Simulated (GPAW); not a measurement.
**CaSe (honeycomb monolayer): G0W0 with GPAW, start to end**

How does a plane-wave GW calculation on CaSe (honeycomb monolayer) run from the first input to the gap?

Program: GPAW 26.7.0. Level of theory: LDA and many-body steps on it, plane waves. Values are calculated unless marked as measured.

### Step 1. Starting point

The cell holds 2 atoms: 1 Ca and 1 Se. Cell: a = 4.683 Å, b = 4.683 Å, c = 11.400 Å, α = 90.0°, β = 90.0°, γ = 120.0°. Vacuum lies along c.

The structure was relaxed with LDA. The runs that relaxed it are not among those shown.

### Step 2. Ground state

This step: GPAW 26.7.0; DFT, LDA, plane waves, PAW.

The ground-state density comes first.

The input, run.py:

```python
import json
import numpy as np
from gpaw.mpi import world
from ase import Atoms
from gpaw import GPAW, PW, FermiDirac

atoms = Atoms(['Ca', 'Se'],
    cell=[[4.6831452536, 0.0000000000, 0.0000000000],
      [-2.3415726268, 4.0557227592, 0.0000000000],
      [0.0000000000, 0.0000000000, 11.4000000000]],
    scaled_positions=[[0.3333333333, 0.6666666667, 0.4988429429],
      [0.6666666667, 0.3333333333, 0.5011809770]],
    pbc=(True, True, False))
calc = GPAW(mode=PW(450),
    xc='LDA',
    kpts={'size': (9, 9, 1), 'gamma': True},
    occupations=FermiDirac(0.001),
    nbands=-7,
    convergence={'density': 1e-6, 'bands': -3},
    maxiter=100,
    txt='gs.txt')
atoms.calc = calc
res = {'energy': atoms.get_potential_energy()}
kpts = calc.get_ibz_k_points()
res['kpts'] = kpts
res['eigenvalues'] = [calc.get_eigenvalues(kpt=k) for k in range(len(kpts))]
res['n_electrons'] = calc.get_number_of_electrons()
calc.write('gs.gpw')

if world.rank == 0:
    with open('result.json', 'w') as f:
        json.dump(res, f, default=lambda x: x.tolist())
```

Launch:

```console
mpirun -n 8 gpaw python run.py
```

The program printed:

```text
__  _  _
 | _ |_)|_||  |
 |__||  | ||/\| - 26.7.0

Input parameters:
  mode=PW(ecut=450.000000),
  convergence={'density': 1e-06, 'bands': -3},
  kpts=MonkhorstPack(size=(9, 9, 1), gamma=True),
  maxiter=100,
  nbands=-7,
  occupations=Occupations(name='fermi-dirac', width=0.001, fixmagmom=False),
  xc=XC(name='LDA')
  [... matrices ...]
Diagonalizing LCAO Hamiltonian
Converting LCAO to pw mode

        Ca   Se

Atoms  # Å, Bohr magnetons
|   | symbol |         x |        y |        z |    initial magnetic moments |
| 0 |     Ca | -0.000000 | 2.703815 | 5.686810 | ( 0.0000,  0.0000,  0.0000) |
| 1 |     Se |  2.341573 | 1.351908 | 5.713463 | ( 0.0000,  0.0000,  0.0000) |

Unit cell  # Å
| periodic |         x |        y |         z |   lengths |     angles |
|      yes |  4.683145 | 0.000000 |  0.000000 |  4.683145 |  90.000000 |
|      yes | -2.341573 | 4.055723 |  0.000000 |  4.683145 |  90.000000 |
|       no |  0.000000 | 0.000000 | 11.400000 | 11.400000 | 120.000000 |

Number of symmetries: 6
Symmetry operations  # r_c * U_cc + t_c -> r_c
|   | kind |            matrix            |
| 0 |  σ   |  1, 1, 0,  0,-1, 0,  0, 0, 1 |
| 1 |  E   |  1, 0, 0,  0, 1, 0,  0, 0, 1 |
| 2 |  C3  |  0, 1, 0, -1,-1, 0,  0, 0, 1 |
| 3 |  σ   |  0,-1, 0, -1, 0, 0,  0, 0, 1 |
| 4 |  σ   | -1, 0, 0,  1, 1, 0,  0, 0, 1 |
| 5 |  C3  | -1,-1, 0,  1, 0, 0,  0, 0, 1 |

BZ-sampling:
  Number of BZ points: 81
  Number of IBZ points: 12

  Monkhorst-Pack size: [9, 9, 1]
  Monkhorst-Pack shift: [0, 0, 0]

K-points  # in reciprocal-cell coordinates
|     |                                coordinates |     weight |
|   0 | (  0.00000000,   0.00000000,   0.00000000) | 0.01234568 |
|   1 | (  0.11111111,   0.00000000,   0.00000000) | 0.07407407 |
|   2 | (  0.22222222,  -0.11111111,   0.00000000) | 0.07407407 |
|   3 | (  0.22222222,   0.00000000,   0.00000000) | 0.07407407 |
|   4 | (  0.33333333,  -0.11111111,   0.00000000) | 0.14814815 |
|   5 | (  0.33333333,   0.00000000,   0.00000000) | 0.07407407 |
|   6 | (  0.33333333,   0.33333333,   0.00000000) | 0.02469136 |
|   7 | (  0.44444444,  -0.22222222,   0.00000000) | 0.07407407 |
|   8 | (  0.44444444,  -0.11111111,   0.00000000) | 0.14814815 |
|   9 | (  0.44444444,   0.00000000,   0.00000000) | 0.07407407 |
| ... |                                            |            |
|  11 | (  0.44444444,   0.44444444,   0.00000000) | 0.07407407 |

Plane wave coefficients: 4720
Cutoff: 450.000000 eV

Spin-components: 1 (collinear spins)
Bands:           15
Projectors:      10
Spin-degeneracy: 2
Datatype:        complex128

  Storage: CPU
  Wave functions: 13_366_080 bytes (1_670_760 per core)
  Projectors: 18_712_512 bytes (2_339_064 per core)
  [... matrices ...]
Parallelization:
  kpt:    4
  domain: 2
  band:   1

Density:
  Valence electrons: 16.0
  Components: 1
  Grid points: [24 24 56]
  Charge: 0.0  # |e|

Potential:
  Grid points: [24 24 56]

species:
  Ca:
    name:    Calcium
    Z:       20.0
    valence: 10
    core:    10
    charge:  0.0  # [|e|]
    compensation charges:
      type: gauss
      rc: 0.37  # [Å]
      lmax: 2
    cutoffs:
      filter: 2.10  # [Å]
      core: 1.17  # [Å]
    projectors
    | kind |    occ | energy [eV] | rcut [Å] |
    |   3s |  2.000 |     -46.826 |    1.175 |
    |   4s |  2.000 |      -3.864 |    1.175 |
    |   3p |  6.000 |     -27.986 |    1.154 |
    |    p |        |      -0.774 |    1.154 |
    |    d |        |       0.000 |    0.937 |

    Using partial waves for Ca as LCAO basis

  Se:
    name:    Selenium
    Z:       34.0
    valence: 6
    core:    28
    charge:  0.0  # [|e|]
    compensation charges:
      type: gauss
      rc: 0.27  # [Å]
      lmax: 2
    cutoffs:
      filter: 1.77  # [Å]
      core: 2.67  # [Å]
    projectors
    | kind |    occ | energy [eV] | rcut [Å] |
    |   4s |  2.000 |     -17.472 |    0.847 |
    |   4p |  4.000 |      -6.656 |    1.005 |
    |    s |        |       9.739 |    0.847 |
    |    p |        |      20.555 |    1.005 |
    |    d |        |       0.000 |    0.847 |

    Using partial waves for Se as LCAO basis

Reference energy: -84483.586495  # eV

eigensolver:
  PPCG
  Converge bands: -3
  niter=2

density mixing:
  MSR1-Mixer
  Pratt-step length: 0.05
  Maximum mixing coefficient: 0.75
  Old densities: 10
  SVD Regularization: 0.005
  Good broyden scale: 1.0
  Trust region scale: 1.0
  Backstep threshold: 4.0
  History deletion threshold: 6.0
  Fourier metric: weight=20.0, sigma=0.015

occupation numbers:
  Fermi-Dirac:
    width: 0.0010  # eV

poisson solver:
  ecut: 3600.000000  # eV

xc functional:
  name: None

Initialization done in: 2.235 s

convergence criteria:
- Maximum integral of absolute [dens]ity change: 1e-06 electrons / valence electron
- Maximum [total energy] change in last 3 cyles: 0.0005 eV / valence electron
- Maximum integral of absolute [eigenst]ate change: 4e-08 eV^2 / valence electron
maximum number of iterations: 100

SCF iterations
|iter     |     time |      energy | eigst |  dens |
|iter:   1|  |   -9.593310 | +2.04 |       |
|iter:   2|  |   -9.548808 | +0.56 | -0.97 |
|iter:   3|  |   -9.085128 | -0.37 | -1.01 |
|iter:   4|  |   -9.053504 | -0.33 | -1.48 |
|iter:   5|  |   -9.047737 | -0.55 | -1.78 |
|iter:   6|  |   -9.047849c| -0.75 | -2.43 |
|iter:   7|  |   -9.047842c| -0.56 | -2.97 |
|iter:   8|  |   -9.047841c| -0.94 | -3.44 |
|iter:   9|  |   -9.047842c| -2.28 | -4.11 |
|iter:  10|  |   -9.047842c| -3.05 | -4.59 |
|iter:  11|  |   -9.047842c| -3.56 | -5.33 |
|iter:  12|  |   -9.047842c| -3.98 | -5.79 |
|iter:  13|  |   -9.047842c| -4.37 | -6.28c|
|iter:  14|  |   -9.047842c| -4.88 | -6.80c|
|iter:  15|  |   -9.047842c| -5.32 | -7.16c|
|iter:  16|  |   -9.047842c| -5.68 | -7.63c|
|iter:  17|  |   -9.047842c| -5.91 | -8.14c|
|iter:  18|  |   -9.047842c| -6.31 | -8.65c|
|iter:  19|  |   -9.047842c| -6.52 | -9.03c|
|iter:  20|  |   -9.047842c| -6.85 | -9.35c|
|iter:  21|  |   -9.047842c| -7.08 | -9.37c|
|iter:  22|  |   -9.047842c| -7.39 | -9.74c|
|iter:  23|  |   -9.047842c| -7.69c| -9.44c|

Converged in 23 steps
SCF loop duration: 10.595 s (0.461 s/step)
Energy contributions relative to reference atoms: (reference = -84483.586495)
  [... matrices ...]
Energy contributions:
  Kinetic:          13.153530
  Coulomb:         -10.395266
  Zero:             -0.648472
  External:          0.000000
  Xc:              -11.157634
  Entropy:          -0.000000
  Spinorbit:         0.000000
  ----------------------------
  Free energy:      -9.047842
  Extrapolated:     -9.047842

dipole moment: (-1.829639, 1.056363, -0.016793)  # |e|*Ang

Fermi level: -2.612
Eigenvalues  # (at kpt = [0.000, 0.000, 0.000])
| band index |      eig [eV] | occ [0-2] |
|          0 |       -42.387 |     2.000 |
|          1 |       -23.808 |     2.000 |
|          2 |       -23.640 |     2.000 |
|          3 |       -23.640 |     2.000 |
|          4 |       -13.662 |     2.000 |
|          5 |        -3.796 |     2.000 |
|          6 |        -3.796 |     2.000 |
|          7 |        -3.432 |     2.000 |
|          8 |        -0.280 |     0.000 |
|          9 |         1.737 |     0.000 |
|         10 |         1.811 |     0.000 |
|         11 |         1.811 |     0.000 |
|         12 |         2.032 |     0.000 |
|         13 |         2.376 |     0.000 |
|         14 |         3.765 |     0.000 |

Gap: 2.992 eV
Transition (v -> c):
  (s=0, k=6, n=7, [0.33, 0.33, 0.00]) -> (s=0, k=0, n=8, [0.00, 0.00, 0.00])
Direct/indirect transitions are different
Direct gap: 3.152 eV
Transition at: (s=0, k=0, n=7, [0.00, 0.00, 0.00])
vacuum-level: 2.201  # V
# Writing to gs.gpw (mode='')
  [... matrices ...]
```

Elapsed: 16 s, on 8 MPI ranks of Arm Neoverse V1, shared host; peak memory 1.3 GiB; 1.7 min of CPU time.

Numbers from this step:

```
total energy               : -9.048 eV
gap                        : 2.992 eV
k of the valence top       : 0.3333, 0.3333, 0
k of the conduction bottom : 0, 0, 0
least direct gap           : 3.152 eV
```

The gap is indirect, with the least direct gap 0.16 eV higher.

### Step 3. Empty states on the mesh, 6×6×1 mesh, 361 bands

The sums over transitions need many empty states on a uniform mesh; this step solves for them.

The input, run.py:

```python
import json
import numpy as np
from gpaw.mpi import world
from gpaw import GPAW

calc = GPAW('gs.gpw').fixed_density(kpts={'size': (6, 6, 1), 'gamma': True},
    parallel={'domain': 1, 'band': 1},
    txt='nscf.txt')
calc.diagonalize_full_hamiltonian(nbands=361)
calc.write('full.gpw', mode='all')
res = {}
kpts = calc.get_ibz_k_points()
res['kpts'] = kpts
res['eigenvalues'] = [calc.get_eigenvalues(kpt=k) for k in range(len(kpts))]
res['n_electrons'] = calc.get_number_of_electrons()

if world.rank == 0:
    with open('result.json', 'w') as f:
        json.dump(res, f, default=lambda x: x.tolist())
```

Launch:

```console
mpirun -n 7 gpaw python run.py
```

The program printed:

```text
Diagonalizing LCAO Hamiltonian
Converting LCAO to pw mode
convergence criteria:
- Maximum integral of absolute [eigenst]ate change: 4e-08 eV^2 / valence electron
maximum number of iterations: 100

SCF iterations
|iter     |     time |      energy | eigst |  dens |
|iter:   1|  |             | +2.03 |       |
|iter:   2|  |             | +0.63 |       |
|iter:   3|  |             | -0.18 |       |
[...]
|iter:  42|  |             | -7.10 |       |
|iter:  43|  |             | -7.27 |       |
|iter:  44|  |             | -7.45c|       |
SCF steps: 44
  __  _  _
 | _ |_)|_||  |
 |__||  | ||/\| - 26.7.0

Input parameters:
  mode=PW(ecut=450.000000),
  convergence={'density': 1e-06, 'bands': -3},
  gpts=array([24, 24, 56]),
  kpts=MonkhorstPack(size=(6, 6, 1), gamma=True),
  maxiter=100,
  nbands=15,
  occupations=Occupations(name='fermi-dirac', width=0.001, fixmagmom=False),
  parallel={'domain': 1, 'band': 1},
  xc=XC(name='LDA')
Matrix size: 4641x4641
# Writing to full.gpw (mode='all')
  [... matrices ...]

timing:  # [seconds]
  Total: 125.009  # ━━━━━━━━━━━━━━━━━━━━━━━━━━━━━━━━━━━━━━━━━━━━━━━━━━━━━━━━━
```

The job ended after 2.2 min (7 MPI ranks; peak memory 11 GiB; 15 min of CPU time).

Numbers from this step:

- gap: 2.992 eV
- k of the valence top: 0.3333, 0.3333, 0
- k of the conduction bottom: 0, 0, 0
- least direct gap: 3.152 eV
- k points computed: 7
- lowest point of the top converged band, above the valence top: 80.5112 eV

On this mesh the gap is 2.992 eV.

### Step 4. Screening and self-energy, 6×6×1 mesh, 163 bands, screening to 48 eV

Now the one-shot GW correction: screening in the RPA, then the self-energy of the levels asked for.

This step: G0W0 on LDA, plane waves, PAW.

The input, run.py:

```python
import json
import numpy as np
from gpaw.mpi import world
from gpaw.response.g0w0 import G0W0

gw = G0W0('full.gpw',
    filename='gw',
    kpts=[0, 4],
    bands=(6, 10),
    ecut=48,
    nbands=163,
    truncation='2D',
    integrate_gamma='sphere',
    q0_correction=True,
    frequencies={'type': 'nonlinear', 'domega0': 0.15, 'omega2': 15.0},
    eta=0.1,
    nblocksmax=True)
gw.calculate()
res = {mode: {k: v for k, v in r.items() if k != 'sigma_eskwn'}
       for mode, r in gw.all_results.items()}

if world.rank == 0:
    with open('result.json', 'w') as f:
        json.dump(res, f, default=lambda x: x.tolist())
```

Launch:

```console
mpirun -n 8 gpaw python run.py
```

The program printed:

```text
Using integrator: PointIntegrator
NonLinearFrequencyDescriptor(from 0.000 to 87.934 eV, 172 points)
Nonperiodic BCs:  [False False  True]
Using integrator: PointIntegrator
NonLinearFrequencyDescriptor(from 0.000 to 87.934 eV, 172 points)
Nonperiodic BCs:  [False False  True]
Applying analytical 2D correction to W:
    Evaluating Gamma point contribution to W on a 15x15x1 grid
  ___  _ _ _
 |   || | | |
 | | || | | |
 |__ ||_____|
 |___|

BZ k-points: Symmetries present (total): 6

  [... matrices ...]
36 k-points: 6 x 6 x 1 Monkhorst-Pack grid + [1/12,1/12,0.000000]
7 k-points in the irreducible part of the Brillouin zone
       k-points in crystal coordinates                weights
   0:     0.00000000    0.00000000    0.00000000          1/36
   1:     0.16666667    0.00000000    0.00000000          6/36
   2:     0.33333333   -0.16666667    0.00000000          6/36
   3:     0.33333333    0.00000000    0.00000000          6/36
   4:     0.33333333    0.33333333    0.00000000          2/36
   5:     0.50000000    0.33333333    0.00000000         12/36
   6:     0.50000000    0.50000000    0.00000000          3/36

Distributing spins, k-points and bands (1 x 2 x 4) over 1 process
Number of blocks: 8

Quasi particle states:
k-points (IBZ indices): [0, 4]
Band range: (6, 10)
  [... matrices ...]
Computational parameters:
Plane wave cut-off: 48 eV
Number of bands: 163
Coulomb cutoff: 2D
Broadening: 0.1 eV

fxc modes: GW
Kernel: RPA
Using full-frequency real axis integration
Summing all q:

Calculating screened Coulomb potential
2D Coulomb truncation
NonLinearFrequencyDescriptor(from 0.000 to 87.934 eV, 172 points)
Removing empty qpoint cache files...

Calculating chi0 body with:
    Ground state adapter containing:
    Number of spins: 1
    Number of kpoints: 36
    Number of irreducible kpoints: 7
    Number of completely occupied states: 8
    Number of partially occupied states: 8
    Occupied states memory: 3.9375 M / cpu

    Linear response parametrization:
    q_c: [1.387779e-17, 1.387779e-17, 0.0]
    Number of frequency points: 172
    Planewave cutoff: 48.0
    Number of bands: 163
    Number of planewaves: 175
    Broadening (eta): 0.1
    comm.size: 8
    kncomm.size: 1
    blockcomm.size: 8

    Memory estimate of potentially large arrays:
        chi0_wGG: 10.046959 M / cpu
Integrating chi0 body.

Symmetries of q_c:
    Direct symmetries (Uq -> q): 6
    Indirect symmetries (TUq -> q): 6
In total 12 allowed symmetries.

  [... matrices ...]
7 groups of equivalent kpoints. 80.555556% reduction.

Integral kind: spectral function
Integrating chi0 head and wings.

Symmetries of q_c:
    Direct symmetries (Uq -> q): 6
    Indirect symmetries (TUq -> q): 6
In total 12 allowed symmetries.

  [... matrices ...]
7 groups of equivalent kpoints. 80.555556% reduction.

Integral kind: spectral function wings

Calculating chi0 body with:
    Ground state adapter containing:
    Number of spins: 1
    Number of kpoints: 36
    Number of irreducible kpoints: 7
    Number of completely occupied states: 8
    Number of partially occupied states: 8
[... the further q-points ...]

Results:
f:      Occupation numbers
eps:     KS-eigenvalues [eV]
vxc:     KS vxc [eV]
exx:     Exact exchange [eV]
sigma:   Self-energies [eV]
dsigma:  Self-energy derivatives
Z:       Renormalization factors
qp:      QP-energies [eV]

k-point 0 (0): (0.000, 0.000, 0.000)                GW
band       f     eps     vxc     exx   sigma  dsigma       Z      qp
                                                                   GW
   6   1.000  -3.796 -14.434 -17.071   1.371  -0.317   0.759  -4.757
   7   1.000  -3.432 -11.933 -14.916   1.243  -0.317   0.759  -4.753
   8   0.000  -0.280  -6.360  -2.853  -2.088  -0.188   0.842   0.916
   9   0.000   1.737 -11.291  -5.859  -2.813  -0.264   0.791   3.808

k-point 1 (4): (0.333, 0.333, 0.000)                GW
band       f     eps     vxc     exx   sigma  dsigma       Z      qp
                                                                   GW
   6   1.000  -3.804 -13.411 -16.457   1.429  -0.303   0.767  -5.046
   7   1.000  -3.271 -12.866 -15.595   1.194  -0.276   0.783  -4.473
   8   0.000   0.565 -12.874  -7.082  -2.803  -0.256   0.796   2.944
   9   0.000   0.824 -11.309  -5.550  -2.898  -0.259   0.794   3.095
```

Run time: 43 s. Hardware: 8 MPI ranks; peak memory 2.9 GiB; 5.5 min of CPU time.

Read from the output:

- G0W0 gap on the mesh: 5.389 eV
- least direct G0W0 gap on the computed points: 5.669 eV
- Z at the valence top: 0.7834
- Z at the conduction bottom: 0.8420
- starting gap on the mesh: 2.992 eV
- k of the valence top: 0.3333, 0.3333, 0
- k of the conduction bottom: 0, 0, 0

The gap on the mesh goes from 2.99 eV to 5.39 eV, a correction of +2.40 eV.

Limits: finite bands, cutoff and mesh; no spin-orbit coupling. v1 is the top filled band, c1 the lowest empty one. Levels before and after the correction, in eV, zero at the valence-band top of each column:

```csv
,conduction bottom,valence top
Kohn-Sham,2.99,0.00
G0W0,5.39,0.00
```

```csv
,level,energy (eV)
Kohn-Sham,Γ v2,-0.525
Kohn-Sham,Γ v1,-0.161
Kohn-Sham,Γ c1,2.992
Kohn-Sham,Γ c2,5.008
Kohn-Sham,(0.333 0.333 0) v2,-0.533
Kohn-Sham,(0.333 0.333 0) v1,0.000
Kohn-Sham,(0.333 0.333 0) c1,3.836
Kohn-Sham,(0.333 0.333 0) c2,4.095
G0W0,Γ v2,-0.284
G0W0,Γ v1,-0.279
G0W0,Γ c1,5.389
G0W0,Γ c2,8.282
G0W0,(0.333 0.333 0) v2,-0.572
G0W0,(0.333 0.333 0) v1,0.000
G0W0,(0.333 0.333 0) c1,7.417
G0W0,(0.333 0.333 0) c2,7.569
```

### Step 5. Where the time went

Times are wall times on the hardware named with each run, good to a factor of about two.

```csv
step,time,share,memory (GiB)
ground state,16 s,8 %,1.3
empty states on the mesh,2.2 min,70 %,11
screening and self-energy,43 s,22 %,2.9
```

### Step 6. Outcome

| Property | Result |
| --- | --- |
| LDA gap | 2.99 eV, indirect |
| G0W0 gap on the mesh | 5.39 eV |
| GW settings | 6×6×1 mesh, 163 bands, screening to 48 eV, full frequency, Hilbert transform |
| known limits | short of the basis limit; no spin-orbit coupling |

G0W0 moves the gap on the mesh from 2.99 eV to 5.39 eV (+2.40 eV), with Z of 0.78 and 0.84 at the edges. The dearest step here is «empty states on the mesh». Bands and cutoff are finite, so the gap stands short of the basis limit, usually by up to a few tenths of an eV; the mesh is an error of its own. In this program the long-wavelength screening can come out low in d oxides and layered crystals. The many-body steps are scalar-relativistic: spin-orbit coupling is not in them.

[Long decimals in the printed logs are rounded to 6 places.]

[Logs are printed without paths, hosts, clocks, repeated set-up lines and the standing remarks that a program may print on its own settings, such as how far it seeks lower states.]

[Paths, hosts, dates, memory and timing lines, banners, echoed tables and standing remarks are left out of the program output; an Ansatz launch command may be rebuilt from the run's recorded settings. Measured values are a selection of at most five: reports struck by readers or far from the other reports are left out. None is set beside runs whose start may be inverted or whose files or cutoffs have a known fault.]

[Runs of the session that timed out or met a known fault of the program may be left out.]

[Hosts, paths, dates, database ids (printed as entryN), source tags and the programs' standing remarks are cut or masked in the printed files.]

[Where the starting crystal was built by hand or by swapping elements, it need not be the compound's stable phase.]
